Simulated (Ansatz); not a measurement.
CoO in Ansatz: the effect of starting spin order

CoO:

```
Co O
1.0
     0.00000    2.13150    2.13150
     2.13150    0.00000    2.13150
     2.13150    2.13150    0.00000
Co O
1 1
Direct
  0.00000 0.00000 0.00000
  0.50000 0.50000 0.50000
```

Alike in all runs:

| Item | Value |
| --- | --- |
| Program | Ansatz 0.2.0 |
| Task | single point |
| Functional | PBE |
| Potentials or basis | Ansatz PAW |
| Cutoff | 420 eV (not typed: the program's choice for these potentials) |
| k mesh | 11 × 11 × 11 |
| Occupations | fermi-dirac, width 0.05 eV |

Question: One run gave: energy over the lowest run 252.1 meV/atom; pressure -19.5 GPa; final net moment 0.00 μB; final largest site moment 0.00 μB. Which starting spin order did it use?
A. spin off
B. fm
C. random

Answer: A.

```csv
starting spin order,spin,starting moments,energy over the lowest run (meV/atom),pressure (GPa),final net moment (μB),final largest site moment (μB)
spin off,no spin polarisation,-,252.1,-19.5,0.00,0.00
fm,"collinear spin, ferromagnetic start","[2.0, 0.0] μB",0.0,-1.8,2.93,2.49
random,"collinear spin, random start","[1.71, 0.0] μB",0.0,-1.9,2.93,2.49
```

Caveats: a cell with one magnetic atom can't hold antiferromagnetic order, which such compounds often take (some runs); an odd number of electrons without spin polarisation forces a metal (some runs); a magnetic or distorted state may lie lower (some runs).
